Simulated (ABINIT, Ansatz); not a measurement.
**NaF (Villiaumite): one start, several treatments of the self-energy**

Wanted: the gap of NaF (Villiaumite) under several approximations, with cost.

Main program and level: ABINIT 10.8.3; PBE and many-body steps on it, plane waves.

The database entry behind the starting cell differs from later determinations by our own check (0.1 to 0.3 % short, probably kX units), so it need not match the best structure at ambient conditions.

## (1) Starting point

Symmetry: Fm-3m, No. 225, cubic system. The conventional cell has a = 4.620 Å, b = 4.620 Å, c = 4.620 Å, α = 90.00°, β = 90.00°, γ = 90.00°. Na has 6 F at 2.31 Å nearest. Nearest to F lie 6 Na at 2.31 Å. Farther neighbours and most contacts between anions are not listed.

The cell and positions come from the Crystallography Open Database and are kept as given unless a step says otherwise.

## (2) Empty states on the mesh, 6×6×6 mesh, 463 bands

This step: ABINIT 10.8.3; DFT, PBE, plane waves, norm-conserving pseudopotentials.

The sums over transitions need many empty states on a uniform mesh; this step solves for them.

Input file run.abi:

```
acell 3*1.0 Angstrom
rprim 
  0.000000000000 2.310000000000 2.310000000000
  2.310000000000 0.000000000000 2.310000000000
  2.310000000000 2.310000000000 0.000000000000
ntypat 2
znucl 11 9
natom 2
typat 1 2
xred 
  0.000000000000 0.000000000000 0.000000000000
  0.500000000000 0.500000000000 0.500000000000
pp_dirpath "pseudos"
pseudos "Na.upf, F.upf"
ecut 38
ngkpt 6 6 6
nshiftk 1
shiftk 0 0 0
kptopt 1
chksymbreak 0
irdden 1
istwfk *1
nband 463
prtvol 0
optdriver 6
gwr_task "HDIAGO"
paral_kgb 0
occopt 1
indata_prefix "in"
outdata_prefix "out"
tmpdata_prefix "tmp"
```

The run is started by

```
OMP_NUM_THREADS=1 mpirun -n 4 abinit run.abi > log
```

What it wrote:

```text
.Version 10.8.3 of ABINIT. v10.8.2 released Aug 2026.

 Symmetries : space group Fm -3 m (#225); Bravais cF (face-center cubic)
[... echo of the input left out ...]
== DATASET  1 ==================================================================
-   mpi_nproc: 4, omp_nthreads: 1 (-1 if OMP is not activated)

--- !DatasetInfo
iteration_state: {dtset: 1, }
dimensions: {natom: 2, nkpt: 16, mband: 463, nsppol: 1, nspinor: 1, nspden: 1, mpw: 1874, }
cutoff_energies: {ecut:  38.0, pawecutdg:  -1.0, }
[...]
Direct band gap semiconductor
 Fundamental gap:     6.390 (eV)
   VBM:    -1.330 (eV) at k: [ 0.0000E+00,  0.0000E+00,  0.0000E+00]
   CBM:     5.060 (eV) at k: [ 0.0000E+00,  0.0000E+00,  0.0000E+00]
 Direct gap:         6.390 (eV) at k: [ 0.0000E+00,  0.0000E+00,  0.0000E+00]

== END DATASET(S) ==============================================================
================================================================================

 -outvars: echo values of variables after computation  --------
           etotal      0.0000000000E+00
            nband         463
             nkpt          16
          spgroup         225
 [... the other variables as echoed above ...]

 Calculation completed.
```

The job ended after 19 s (4 MPI ranks of Intel Xeon Platinum 8488C (Sapphire Rapids), shared host; peak memory 1.1 GiB; 74 s of CPU time).

This step gave:

```
gap                                                           : 6.390 eV
k of the valence top                                          : 0, 0, 0
k of the conduction bottom                                    : 0, 0, 0
least direct gap                                              : 6.390 eV
k points computed                                             : 16
lowest point of the top converged band, above the valence top : 391.3185 eV
```

On this mesh the gap is 6.390 eV.

The density comes from a self-consistent run that is not shown.

## (3) Screening, 6×6×6 mesh, 190 bands, screening to 283 eV

The RPA dielectric matrix is built and inverted for each q.

This step: RPA screening on PBE, plane waves, norm-conserving pseudopotentials.

Changes to run.abi since step 2:

```diff
@@ -20,10 +20,11 @@
 chksymbreak 0
-irdden 1
 istwfk *1
-nband 463
-prtvol 0
-optdriver 6
-gwr_task "HDIAGO"
-paral_kgb 0
 occopt 1
+irdwfk 1
+optdriver 3
+nband 190
+ecuteps 10.4
+inclvkb 2
+awtr 1
+symchi 1
 indata_prefix "in"
```

What it wrote:

```text
.Version 10.8.3 of ABINIT. v10.8.2 released Aug 2026.

 Symmetries : space group Fm -3 m (#225); Bravais cF (face-center cubic)
[... echo of the input left out ...]
== DATASET  1 ==================================================================
-   mpi_nproc: 4, omp_nthreads: 1 (-1 if OMP is not activated)

--- !DatasetInfo
iteration_state: {dtset: 1, }
dimensions: {natom: 2, nkpt: 16, mband: 190, nsppol: 1, nspinor: 1, nspden: 1, mpw: 1874, }
cutoff_energies: {ecut:  38.0, pawecutdg:  -1.0, }
electrons: {nelect:   1.60000000E+01, charge:   0.00000000E+00, occopt:   1.00000000E+00, tsmear:   1.00000000E-02, }

 SCREENING: Calculation of the susceptibility and dielectric matrices

 Based on a program developped by R.W. Godby, V. Olevano, G. Onida, and L. Reining.
 Incorporated in ABINIT by V. Olevano, G.-M. Rignanese, and M. Torrent.
.Using double precision arithmetic ; gwpc =  8

[... cell and pseudopotentials left out ...]
--------------------------------------------------------------------------------

 ==== K-mesh for the wavefunctions ====
 Number of points in the irreducible wedge :    16
[... list of points left out ...]
 Together with 48 symmetry operations and time-reversal symmetry
 yields   216 points in the full Brillouin Zone.

 ==== Q-mesh for the screening function ====
 Number of points in the irreducible wedge :    16
[... list of points left out ...]
 Together with 48 symmetry operations and time-reversal symmetry
 yields   216 points in the full Brillouin Zone.

 setmesh: FFT mesh size selected  =    25x   25x   25
          total number of points  =        15625

 vcoul_init : cutoff-mode = AUXILIARY_FUNCTION
 q-points for optical limit:   1
     1)      0.000010    0.000020    0.000030

- screening: taking advantage of time-reversal symmetry
- Maximum band index for partially occupied states nbvw = 8
- Remaining bands to be divided among processors   nbcw = 182
- Number of bands treated by each node ~45

 Number of electrons calculated from density =   16.0000; Expected =   16.0000
 average of density, n =  0.096174
 r_s =    1.3540
 omega_plasma =   29.9147 [eV]

 calculating chi0 at frequencies [eV] :
  1    0.000000E+00    0.000000E+00
  2    0.000000E+00    2.991468E+01

--------------------------------------------------------------------------------
  q-point number  1        q = ( 0.000000, 0.000000, 0.000000) [r.l.u.]
--------------------------------------------------------------------------------
[... chi0 elements left out ...]
 For q-point:  0.000010 0.000020 0.000030
  dielectric constant =   1.7986
  dielectric constant without local fields =   1.9010

  Average fulfillment of the sum rule on Im[epsilon] for q-point    1 :     83.19  [%]
[... wings left out ...]
  q-point number  2        q = ( 0.166667, 0.000000, 0.000000) [r.l.u.]
--------------------------------------------------------------------------------
[... chi0 elements left out ...]
  Average fulfillment of the sum rule on Im[epsilon] for q-point    2 :     94.18  [%]

 [... 14 further q-points ...]
```

It took 2.5 min on 4 MPI ranks; peak memory 1.4 GiB.

This step gave:

```yaml
eps_infinity_with_local_fields_on_this_mesh_along_the_program_s_q_direction: 1.799
the_same_without_local_fields: 1.901
plasma_frequency: 29.91 eV
plane_waves_in_the_screening_matrix: 283
```

Local fields lower ε∞ by 5 %.

## (4) G0W0, Godby-Needs plasmon pole

The self-energy is evaluated for the states that the input lists, and the levels follow from it, in one-shot runs by the linearised quasiparticle equation.

This step: G0W0 on PBE, plane waves, norm-conserving pseudopotentials.

Changes to run.abi since step 3:

```diff
@@ -23,8 +23,15 @@
 irdwfk 1
-optdriver 3
+optdriver 4
 nband 190
+gwcalctyp 0
+ecutsigx 38
+symsigma 1
+nkptgw 1
+kptgw 
+  0.0000000000 0.0000000000 0.0000000000
+bdgw 
+  6 12
 ecuteps 10.4
-inclvkb 2
-awtr 1
-symchi 1
+irdscr 1
+ppmodel 1
 indata_prefix "in"
```

What it wrote:

```text
.Version 10.8.3 of ABINIT. v10.8.2 released Aug 2026.

 Symmetries : space group Fm -3 m (#225); Bravais cF (face-center cubic)
[... echo of the input left out ...]
== DATASET  1 ==================================================================
-   mpi_nproc: 4, omp_nthreads: 1 (-1 if OMP is not activated)

--- !DatasetInfo
iteration_state: {dtset: 1, }
dimensions: {natom: 2, nkpt: 16, mband: 190, nsppol: 1, nspinor: 1, nspden: 1, mpw: 1874, }
cutoff_energies: {ecut:  38.0, pawecutdg:  -1.0, }
electrons: {nelect:   1.60000000E+01, charge:   0.00000000E+00, occopt:   1.00000000E+00, tsmear:   1.00000000E-02, }

 SIGMA: Calculation of the GW corrections

 Based on a program developped by R.W. Godby, V. Olevano, G. Onida, and L. Reining.
 Incorporated in ABINIT by V. Olevano, G.-M. Rignanese, and M. Torrent.
.Using double precision arithmetic ; gwpc =  8

[... cell and pseudopotentials left out ...]
--------------------------------------------------------------------------------

 ==== K-mesh for the wavefunctions ====
 Number of points in the irreducible wedge :    16
[... list of points left out ...]
 Together with 48 symmetry operations and time-reversal symmetry
 yields   216 points in the full Brillouin Zone.

 ==== Q-mesh for screening function ====
 Number of points in the irreducible wedge :    16
[... list of points left out ...]
 Together with 48 symmetry operations and time-reversal symmetry
 yields   216 points in the full Brillouin Zone.

 vcoul_init : cutoff-mode = AUXILIARY_FUNCTION
 q-points for optical limit:   1
     1)      0.000010    0.000020    0.000030
 setmesh: FFT mesh size selected  =    36x   36x   36
          total number of points  =        46656

 Number of electrons calculated from density =   16.0000; Expected =   16.0000
 average of density, n =  0.096174
 r_s =    1.3540
 omega_plasma =   29.9147 [eV]

 === KS Band Gaps ===
  >>>> For spin  1
   Minimum direct gap =   6.3895 [eV], located at k-point      :   0.0000  0.0000  0.0000
   Fundamental gap    =   6.3895 [eV], Top of valence bands at :   0.0000  0.0000  0.0000
                                       Bottom of conduction at :   0.0000  0.0000  0.0000
 SIGMA fundamental parameters:
 PLASMON POLE MODEL  1
 number of plane-waves for SigmaX                 1837
 number of plane-waves for SigmaC and W            283
 number of plane-waves for wavefunctions          1837
 number of bands                                   190
 number of independent spin polarizations            1
 number of spinorial components                      1
 number of k-points in IBZ                          16
 number of q-points in IBZ                          16
 number of symmetry operations                      48
 number of k-points in BZ                          216
 number of q-points in BZ                          216
 number of frequencies for dSigma/dE                 9
 frequency step for dSigma/dE [eV]                0.25
 number of omega for Sigma on real axis              0
 max omega for Sigma on real axis  [eV]           0.00
 zcut for avoiding poles [eV]                     0.10

 EPSILON^-1 parameters (SCR file):
 dimension of the eps^-1 matrix on file            283
 dimension of the eps^-1 matrix used               283
 number of plane-waves for wavefunctions          1837
 number of bands                                   190
 number of q-points in IBZ                          16
 number of frequencies                               2
 number of real frequencies                          1
 number of imag frequencies                          1

 matrix elements of self-energy operator (all in [eV])

 Perturbative Calculation

--- !SelfEnergy_ee
iteration_state: {dtset: 1, }
kpoint     : [   0.000,    0.000,    0.000, ]
spin       : 1
KS_gap     :    6.390
QP_gap     :   10.637
Delta_QP_KS:    4.248
data: !SigmaeeData |
     Band     E0 <VxcDFT>   SigX SigC(E0)      Z dSigC/dE  Sig(E)    E-E0       E
        6  -1.330 -22.508 -30.235   4.215   0.823  -0.215 -25.397  -2.889  -4.219
        7  -1.330 -22.508 -30.235   4.215   0.823  -0.215 -25.397  -2.889  -4.219
        8  -1.330 -22.508 -30.235   4.215   0.823  -0.215 -25.397  -2.889  -4.219
        9   5.060  -9.465  -5.324  -2.639   0.904  -0.106  -8.107   1.359   6.419
       10  17.827  -7.169  -2.170  -3.234   0.902  -0.108  -5.576   1.593  19.420
       11  17.827  -7.169  -2.170  -3.234   0.902  -0.108  -5.576   1.593  19.420
       12  17.827  -7.169  -2.170  -3.234   0.902  -0.108  -5.576   1.593  19.420

== END DATASET(S) ==============================================================
================================================================================

 -outvars: echo values of variables after computation  --------
           etotal      0.0000000000E+00
            nband         190
             nkpt          16
          spgroup         225
 [... the other variables as echoed above ...]

 Calculation completed.
```

It took 18 s on 4 MPI ranks; peak memory 1.5 GiB.

This step gave:

| Item | Value |
| --- | --- |
| G0W0 gap on the points computed | 10.64 eV |
| starting gap on the mesh | 6.390 eV |
| k of the valence top | 0, 0, 0 |
| k of the conduction bottom | 0, 0, 0 |
| Z at the valence top | 0.823 |
| Z at the conduction bottom | 0.904 |
| least direct G0W0 gap on the computed points | 10.64 eV |

The gap on the mesh goes from 6.39 eV to 10.64 eV, a correction of +4.25 eV.

## (5) G0W0, von der Linden-Horsch plasmon pole

Changes to run.abi since step 4:

```diff
@@ -35,3 +35,3 @@
 irdscr 1
-ppmodel 1
+ppmodel 3
 indata_prefix "in"
```

What it wrote:

```text
.Version 10.8.3 of ABINIT. v10.8.2 released Aug 2026.

 Symmetries : space group Fm -3 m (#225); Bravais cF (face-center cubic)
[... echo of the input left out ...]
== DATASET  1 ==================================================================
-   mpi_nproc: 4, omp_nthreads: 1 (-1 if OMP is not activated)

--- !DatasetInfo
iteration_state: {dtset: 1, }
dimensions: {natom: 2, nkpt: 16, mband: 190, nsppol: 1, nspinor: 1, nspden: 1, mpw: 1874, }
cutoff_energies: {ecut:  38.0, pawecutdg:  -1.0, }
electrons: {nelect:   1.60000000E+01, charge:   0.00000000E+00, occopt:   1.00000000E+00, tsmear:   1.00000000E-02, }

 SIGMA: Calculation of the GW corrections

 Based on a program developped by R.W. Godby, V. Olevano, G. Onida, and L. Reining.
 Incorporated in ABINIT by V. Olevano, G.-M. Rignanese, and M. Torrent.
.Using double precision arithmetic ; gwpc =  8

[... cell and pseudopotentials left out ...]
--------------------------------------------------------------------------------

 ==== K-mesh for the wavefunctions ====
 Number of points in the irreducible wedge :    16
[... list of points left out ...]
 Together with 48 symmetry operations and time-reversal symmetry
 yields   216 points in the full Brillouin Zone.

 ==== Q-mesh for screening function ====
 Number of points in the irreducible wedge :    16
[... list of points left out ...]
 Together with 48 symmetry operations and time-reversal symmetry
 yields   216 points in the full Brillouin Zone.

 vcoul_init : cutoff-mode = AUXILIARY_FUNCTION
 q-points for optical limit:   1
     1)      0.000010    0.000020    0.000030
 setmesh: FFT mesh size selected  =    36x   36x   36
          total number of points  =        46656

 Number of electrons calculated from density =   16.0000; Expected =   16.0000
[...]
number of q-points in BZ                          216
 number of frequencies for dSigma/dE                 9
 frequency step for dSigma/dE [eV]                0.25
 number of omega for Sigma on real axis              0
 max omega for Sigma on real axis  [eV]           0.00
 zcut for avoiding poles [eV]                     0.10

 EPSILON^-1 parameters (SCR file):
 dimension of the eps^-1 matrix on file            283
 dimension of the eps^-1 matrix used               283
 number of plane-waves for wavefunctions          1837
 number of bands                                   190
 number of q-points in IBZ                          16
 number of frequencies                               2
 number of real frequencies                          1
 number of imag frequencies                          1

 matrix elements of self-energy operator (all in [eV])

 Perturbative Calculation

--- !SelfEnergy_ee
iteration_state: {dtset: 1, }
kpoint     : [   0.000,    0.000,    0.000, ]
spin       : 1
KS_gap     :    6.390
QP_gap     :   11.163
Delta_QP_KS:    4.773
data: !SigmaeeData |
     Band     E0 <VxcDFT>   SigX SigC(E0)      Z dSigC/dE  Sig(E)    E-E0       E
        6  -1.330 -22.508 -30.235   3.659   0.906  -0.104 -26.193  -3.685  -5.015
        7  -1.330 -22.508 -30.235   3.659   0.906  -0.104 -26.193  -3.685  -5.015
        8  -1.330 -22.508 -30.235   3.659   0.906  -0.104 -26.193  -3.685  -5.015
        9   5.060  -9.465  -5.324  -2.997   0.951  -0.052  -8.377   1.088   6.148
       10  17.827  -7.169  -2.170  -3.553   0.957  -0.045  -5.785   1.384  19.210
       11  17.827  -7.169  -2.170  -3.553   0.957  -0.045  -5.785   1.384  19.210
       12  17.827  -7.169  -2.170  -3.553   0.957  -0.045  -5.785   1.384  19.210

== END DATASET(S) ==============================================================
================================================================================

 -outvars: echo values of variables after computation  --------
           etotal      0.0000000000E+00
            nband         190
             nkpt          16
          spgroup         225
 [... the other variables as echoed above ...]

 Calculation completed.
```

It took 13 s on 4 MPI ranks; peak memory 1.3 GiB.

Numbers from this step:

| Property | Result |
| --- | --- |
| G0W0 gap on the points computed | 11.16 eV |
| starting gap on the mesh | 6.390 eV |
| k of the valence top | 0, 0, 0 |
| k of the conduction bottom | 0, 0, 0 |
| Z at the valence top | 0.906 |
| Z at the conduction bottom | 0.951 |
| least direct G0W0 gap on the computed points | 11.16 eV |

Against G0W0 in ABINIT (6×6×6 mesh, 190 bands, screening to 283 eV, Godby-Needs plasmon pole), the gap moves by +0.525 eV.

## (6) G0W0, Hybertsen-Louie plasmon pole

Changes to run.abi since step 5:

```diff
@@ -35,3 +35,3 @@
 irdscr 1
-ppmodel 3
+ppmodel 2
 indata_prefix "in"
```

What it wrote:

```text
.Version 10.8.3 of ABINIT. v10.8.2 released Aug 2026.

 Symmetries : space group Fm -3 m (#225); Bravais cF (face-center cubic)
[... echo of the input left out ...]
== DATASET  1 ==================================================================
-   mpi_nproc: 4, omp_nthreads: 1 (-1 if OMP is not activated)

--- !DatasetInfo
iteration_state: {dtset: 1, }
dimensions: {natom: 2, nkpt: 16, mband: 190, nsppol: 1, nspinor: 1, nspden: 1, mpw: 1874, }
cutoff_energies: {ecut:  38.0, pawecutdg:  -1.0, }
[...]
10  17.827  -7.169  -2.170  -3.445   0.938  -0.066  -5.711   1.458  19.285
       11  17.827  -7.169  -2.170  -3.445   0.938  -0.066  -5.711   1.458  19.285
       12  17.827  -7.169  -2.170  -3.445   0.938  -0.066  -5.711   1.458  19.285

== END DATASET(S) ==============================================================
================================================================================

 -outvars: echo values of variables after computation  --------
           etotal      0.0000000000E+00
            nband         190
             nkpt          16
          spgroup         225
 [... the other variables as echoed above ...]

 Calculation completed.
```

The job ended after 19 s (4 MPI ranks; peak memory 1.4 GiB; 76 s of CPU time).

This step gave:

* G0W0 gap on the points computed: 11.70 eV
* starting gap on the mesh: 6.390 eV
* k of the valence top: 0, 0, 0
* k of the conduction bottom: 0, 0, 0
* least direct G0W0 gap on the computed points: 11.70 eV

Against G0W0 in ABINIT (6×6×6 mesh, 190 bands, screening to 283 eV, Godby-Needs plasmon pole), the gap moves by +1.061 eV.

(Continued in part 2 of 2.)

[Paths, hosts, dates, memory and timing lines, banners, echoed tables and standing remarks are left out of the program output.]

[Logs are printed without paths, hosts, clocks, repeated set-up lines and the standing remarks that a program may print on its own settings, such as how far it seeks lower states.]

[Runs of the session that timed out or met a known fault of the program may be left out.]

[Hosts, paths, dates, database ids (printed as entryN), source tags and the programs' standing remarks are cut or masked in the printed files.]

[G0W0 gaps are taken among the corrected bands and points alone; a level outside them can change the order at an edge.]

[Where Ansatz stands beside ABINIT at settings called matched, ABINIT's density can come from a denser mesh and the files from another edition; pairs whose starting gaps differed by over 0.03 eV were left out, so agreement reads better than it is.]
